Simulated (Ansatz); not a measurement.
**Squeezing HgTe (rocksalt type)**

```xyz
2
Lattice="0.0000 3.0722 3.0722 3.0722 0.0000 3.0722 3.0722 3.0722 0.0000" Properties=species:S:1:pos:R:3 pbc="T T T"
Hg    0.0000    0.0000    0.0000
Te    3.0722    3.0722    3.0722
```

The cell comes from a relaxation on PAW files under the same functional, begun from a prototype that needn't be the stable phase.

Its volume is scaled at fixed shape and fractional positions.

All numbers are PBE results (scalar-relativistic) from Ansatz 0.2.0, with a Γ-centred 12×12×12 k mesh, Fermi–Dirac smearing of 0.1 eV, no spin polarisation. Methods: LAPW: all electrons, basis error target 1 meV/atom; PAW: frozen-core files, cutoff 420 eV; crystal datasets: all electrons, by PAW datasets that the program makes for each cell; norm-conserving: pseudopotentials, cutoff 1120 eV; PAW (cutoff 600 eV): frozen-core files, cutoff 600 eV.

Energies are extrapolated to zero smearing and count from the unscaled cell; pressure is positive in compression; gaps take the mesh and a band path. No temperature or zero-point motion is included.

Spin–orbit coupling is left out, which matters for the heavy atoms.

```
V/V0  V (Å³/atom)  P LAPW (GPa)  ΔE LAPW (eV/atom)  P PAW − LAPW (GPa)  ΔE PAW − LAPW (meV/atom)
1.00        29.00          0.04              0.000                0.00                       0.0
0.94        27.26          3.40              0.017                0.00                       0.0
0.88        25.52          8.34              0.078                0.00                       0.1
0.80        23.20         18.72                  ?                0.00                       0.1
0.72        20.88          36.4              0.654                0.00                       0.2
0.64        18.56          67.4              1.383               -0.03                       0.1
0.55        15.95         133.7              2.958               -0.05                      -0.6
```

What belongs in the row "0.80", column "ΔE LAPW (eV/atom)"?

0.267.

Fit the Vinet equation to the LAPW pressures over the whole range, with residuals weighted by 1/(|P| + 0.03·Pmax).

V0 = 29.03 Å³/atom, B0 = 44.5 GPa and B0′ = 5.81, and the fit misses no point by more than 0.81 GPa. A fit over so wide a range pins B0 less well than one near rest.

From the table, what is the rise of the enthalpy H = E + pV up to the last row, and how stiff is the crystal between the last two rows?

ΔH = 2.958 eV + (133.7 GPa × 15.95 Å³ − 0.04 GPa × 29.00 Å³) × 0.006242 eV/(GPa·Å³) = 16.26 eV/atom, of which pV makes 82 %. The mean bulk modulus there is −ΔP/Δln V = 437 GPa.

At the smallest volume, how far do crystal datasets and norm-conserving and PAW (cutoff 600 eV) lie from LAPW in pressure?

crystal datasets: 0.00 GPa; norm-conserving: +0.40 GPa; PAW (cutoff 600 eV): -0.06 GPa, on a LAPW pressure of 133.7 GPa.

How do the Löwdin populations by LAPW change from the unscaled cell to the last row?

Hg 6s 1.22 → 1.12, Hg 5d 9.94 → 9.83, Te 5s 1.97 → 1.88, Te 5p 4.67 → 4.81 electrons an atom. These are projections on the shells that the free atoms fill; 0.21 e a cell lies outside them at the start and 0.39 e at the end.
